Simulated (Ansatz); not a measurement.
The cell is a database entry far from equilibrium at this level of theory, probably a faulty or high-pressure entry; it serves as a test geometry alone. The listed cell was then made from it by scaling, straining or moving an atom.

TaN: DFT, LDA, all-electron PAW with datasets made for the crystal, scalar-relativistic (Ansatz 0.2.0). What sets it apart from a plain run of this crystal: volume scaled by 0.94.

Command: `ansatz run input.yaml --threads 1 --pin off --max-ram 4096MiB --backend cpu --events-out ev --progress --plain --runs-dir out` The run took 46 s on 1 thread of Arm Neoverse V2, on a shared host, peak memory 0.86 GiB.

```yaml
crystal:
  lattice:
    - [2.9877386998, 0.0, 0.0]
    - [-1.49386935, 2.587457614, 0.0]
    - [0.0, 0.0, 4.839155377]
  atoms:
    - { symbol: Ta, position: [0.3333333333, 0.6666666667, 0.0] }
    - { symbol: Ta, position: [0.6666666667, 0.3333333333, 0.5] }
    - { symbol: "N", position: [0.3333333333, 0.6666666667, 0.385] }
    - { symbol: "N", position: [0.6666666667, 0.3333333333, 0.885] }
kpoints:
  mp_grid: { grid: [9, 9, 5] }
scf:
  occupations: { method: fermi_dirac, width: 0.03 }
hamiltonian:
  xc: lda
  pseudopotentials: { kind: all_electron, datasets: crystal }
output:
  forces: true
  stress: true
  eigenvalues: true
  efg: { contact_densities: true }
```

Output (standing set-up lines are left out):

```
hamiltonian.pseudopotentials.datasets: crystal makes datasets for this crystal and solves the spheres of its atoms anew in each pass: cutoff 600.0 eV, the density's 2400.0 eV; for an error of 0.50 meV an atom under PBE, 2.0 meV for the cell; an energy difference from a run of another recipe may be off by several times the error for the cell, under r2SCAN by more, where some 0.1 meV an atom stays at smaller errors; N in spheres of 0.757 Å, 5 of its electrons in bands; Ta in spheres of 1.053 Å, 27 of its electrons in bands
Pseudopotential: Ta, paw, valence charge 27, recommended cutoff 600 eV (normal), Koelling and Harmon's equation, gaussian nucleus
Pseudopotential: N, paw, valence charge 5, recommended cutoff 600 eV (normal), Koelling and Harmon's equation, gaussian nucleus
Crystal: 4 atoms, lattice volume = 37.410 Å³
Basis set: ecut = 600 eV, 1237 PW (Γ)
Space group: P63mc (ITA 186), of the structure as read, at distance tolerance 3.3e-5 Å
PAW one-centre angular grid: Ta, 590 points (default); XC on its mesh's 1735 points in the sphere
PAW one-centre angular grid: N, 110 points (default); XC on its mesh's 1863 points in the sphere
iter 1 solved again at ethr=3.65e-2 eV; its pass at ethr=1.00e-1 eV (dr2=2.34e1 eV) is discarded
SCF iter   1: F=—  HF=-851603.351467 eV  |F-HF|=—  |Δ(HF+E_count)|=         —  Δρ=2.59e-1  dr2=2.35e1  ethr=3.65e-2  ⟨swp⟩=2.0  Hψ=7527  notcnv=0
preconditioner: auto → Resta (q_TF=auto, 2.984 Å⁻¹)  ε∞=4.5  [insulator: Δε(μ)=0.164 eV  Ē_g=25.117 eV  σ=0.030 eV  W_gap=0.82  n_scr=22 (ndim 8)  ℏωp=47.0 eV  f_vac=0.000  D(μ)=1.10/eV (n_scr^D=2)  ε∞_Penn≈4.5]
iter 2 solved again at ethr=1.10e-3 eV; its pass at ethr=3.65e-2 eV (dr2=7.04e-1 eV) is discarded
SCF iter   2: F=—  HF=-851597.009428 eV  |F-HF|=—  |Δ(HF+E_count)|=    6.34e0  Δρ=5.17e-2  dr2=6.96e-1  ethr=1.10e-3  ⟨swp⟩=2.3  Hψ=6761  notcnv=0  defer=1
preconditioner: auto → Kerker (q_TF=auto, 2.984 Å⁻¹)  [metal: Δε(μ)=0.004 eV  Ē_g=25.553 eV  σ=0.030 eV  W_gap=0.03  n_scr=22 (ndim 8)  ℏωp=47.0 eV  f_vac=0.000  D(μ)=2.71/eV (n_scr^D=34)]
SCF iter   3: F=—  HF=-851596.799026 eV  |F-HF|=—  |Δ(HF+E_count)|=   2.10e-1  Δρ=2.82e-2  dr2=1.25e-1  ethr=1.09e-3  ⟨swp⟩=3.1  Hψ=3179  notcnv=0  defer=4
SCF iter   4: F=—  HF=-851596.769607 eV  |F-HF|=—  |Δ(HF+E_count)|=   2.94e-2  Δρ=9.33e-3  dr2=1.73e-2  ethr=1.96e-4  ⟨swp⟩=3.1  Hψ=3282  notcnv=0  defer=2
SCF iter   5: F=—  HF=-851596.756819 eV  |F-HF|=—  |Δ(HF+E_count)|=   1.28e-2  Δρ=3.19e-3  dr2=3.09e-3  ethr=2.70e-5  ⟨swp⟩=3.2  Hψ=4118  notcnv=0  defer=4
SCF iter   6: F=—  HF=-851596.757814 eV  |F-HF|=—  |Δ(HF+E_count)|=   9.95e-4  Δρ=7.86e-4  dr2=2.00e-4  ethr=4.83e-6  ⟨swp⟩=2.6  Hψ=3244  notcnv=0
SCF iter   7: F=—  HF=-851596.757775 eV  |F-HF|=—  |Δ(HF+E_count)|=   3.90e-5  Δρ=3.48e-4  dr2=4.42e-5  ethr=3.12e-7  ⟨swp⟩=2.8  Hψ=2772  notcnv=0
SCF iter   8: F=—  HF=-851596.757764 eV  |F-HF|=—  |Δ(HF+E_count)|=   1.07e-5  Δρ=6.03e-5  dr2=1.45e-6  ethr=6.91e-8  ⟨swp⟩=2.9  Hψ=2784  notcnv=0
SCF iter   9: F=-851596.757764 eV  HF=-851596.757764 eV  |F-HF|=1.98e-8  |Δ(HF+E_count)|=   2.36e-7  Δρ=1.56e-5  dr2=6.40e-8  ethr=2.26e-9  ⟨swp⟩=3.0  Hψ=3014  notcnv=0
SCF 1 converged in 9 iterations: F = -851596.757766 eV  dr2 = 6.40e-8
  Residual-converged pass: ⟨swp⟩=3.3  Hψ=3862  notcnv=0  max |occ|·‖R‖ = 6.6e-6 eV (tolerance 6.7e-6 eV)  dr2=6.42e-8  dr2_onsite=1.85e-8  max |Δocc| = 2.6e-9
  greatest PAW one-centre occupation: 0.994 electrons in one spin orbital (limit 2), on the Ta atom at site 1 (counted from 0), in its partial waves of l = 3
SCF converged after 9 iterations
Free energy (F): -851596.757766 eV
Harris-Foulkes:  -851596.757766 eV  (|F-HF|=1.98e-8)
Internal energy: -851596.749627 eV  (E = F + TS)
E sigma→0 (E₀):  -851596.753696 eV
Entropy (-TS):   -0.008139 eV (-2.035 meV/atom)
Past the cutoff: the bands carry plane waves up to 1.75 times it, of which those up to 1.5 times it add -0.000240 eV an atom, each by itself; the spheres take 0.000225 eV an atom off the energy for waves past 1.75 times it
By the cutoff:   a pressure is off by up to 0.009 GPa (1.2 times the spheres' own share and the shells' term, over an atom's volume, and 0.004 GPa: a bound that held against runs at twice the plane waves)
Past the cutoffs: a stress includes 0.0020 GPa for waves and charges beyond them, in addition to the slope of what the spheres take
In the spheres:  the bands' charges fall short by 2.5e-6 e at most (sound up to 1e-3)
Fermi energy:    29.837461 eV
--- Per-component energies (eV) ---
  The terms above E_closure are by the made datasets' own strengths, without shells solved beside the bands.
--- Forces (eV/Å), atoms counted from 1 ---
  atom   1  Ta     0.00000000    -0.00000000     2.37533652
  atom   2  Ta     0.00000000     0.00000000     2.37533652
  atom   3  N      0.00000000     0.00000000    -2.37525736
  atom   4  N     -0.00000000     0.00000000    -2.37525736
  max |Σ_I F_I| component: 1.58e-4 eV/Å
--- Stress (GPa, compression-positive) ---
      173.208663       0.000000       0.000000
        0.000000     173.208663       0.000000
        0.000000       0.000000     140.673243
  P = ⅓ Tr σ = 162.3635 GPa (1623.635 kbar)
--- PAW observables at the nuclei: V_zz in 10²¹ V/m², potentials from the cell's mean, atoms counted from 1 ---
  atom   1  Ta V_zz =   +12.523220   η = 0.0000   by run symmetry: allowed
            electrostatic potential = -14500.590514 V   contact ρ = 8119627.089672 e/Å³
  atom   2  Ta V_zz =   +12.523220   η = 0.0000   by run symmetry: allowed
            electrostatic potential = -14500.590514 V   contact ρ = 8119627.089672 e/Å³
  atom   3  N  V_zz =    +1.034566   η = 0.0000   by run symmetry: allowed
            electrostatic potential = -531.986573 V   contact ρ = 1391.925256 e/Å³
  atom   4  N  V_zz =    +1.034566   η = 0.0000   by run symmetry: allowed
            electrostatic potential = -531.986573 V   contact ρ = 1391.925256 e/Å³
--- Band table (eV; the first three rows and the last of 36) ---
  k-point 0: bands = ["-38.4992", "-38.3734", "-6.4979", "-5.1678", "-5.1678", "-4.9316", "-4.9316", "-4.8373", "9.1792", "9.7033", "9.9931", "10.0338", "10.0338", "10.0357", "10.0357", "10.0661", "10.0705", "10.0705", "10.1069", "10.1069", "10.1228", "10.1258", "11.2475", "12.4693", "20.6026", "20.6026", "20.9503", "21.6596", "21.6596", "22.3458", "28.8683", "28.8683", "29.7999", "32.1714", "32.6342", "32.6342", "34.4556", "35.7772", "36.8793"]
  k-point 1: bands = ["-38.4873", "-38.3856", "-6.3577", "-5.1456", "-5.1456", "-5.0186", "-4.9545", "-4.9545", "9.2891", "9.6834", "9.9997", "10.0276", "10.0276", "10.0285", "10.0285", "10.0590", "10.0825", "10.0825", "10.1095", "10.1095", "10.1231", "10.1256", "11.4216", "12.4492", "20.6656", "20.6656", "20.6958", "21.5149", "21.5149", "21.7383", "29.2741", "29.2741", "30.3220", "32.5639", "32.5639", "32.5882", "34.9838", "35.9337", "36.6286"]
  k-point 2: bands = ["-38.4560", "-38.4172", "-5.9753", "-5.4665", "-5.0871", "-5.0871", "-5.0141", "-5.0141", "9.4841", "9.6174", "10.0176", "10.0195", "10.0195", "10.0205", "10.0205", "10.0405", "10.1001", "10.1001", "10.1098", "10.1098", "10.1239", "10.1248", "11.8691", "12.2863", "20.4043", "20.7588", "20.8656", "20.8656", "21.1865", "21.1865", "30.3714", "30.3714", "31.3937", "31.7501", "31.7501", "32.3708", "36.3502", "36.9228", "37.0791"]
  k-point 35: bands = ["-38.3464", "-38.3464", "-6.3989", "-6.3989", "-5.8655", "-5.7246", "-5.2094", "-5.2094", "9.9127", "9.9127", "10.0128", "10.0128", "10.0465", "10.0465", "10.0509", "10.0584", "10.0698", "10.0698", "10.0797", "10.0830", "10.0830", "10.0842", "13.5538", "13.5538", "20.8770", "20.8770", "21.4402", "22.4609", "23.5772", "23.5772", "27.4541", "27.9880", "31.3677", "31.3677", "32.8419", "33.3457", "35.2166", "35.2166", "38.1134"]
```
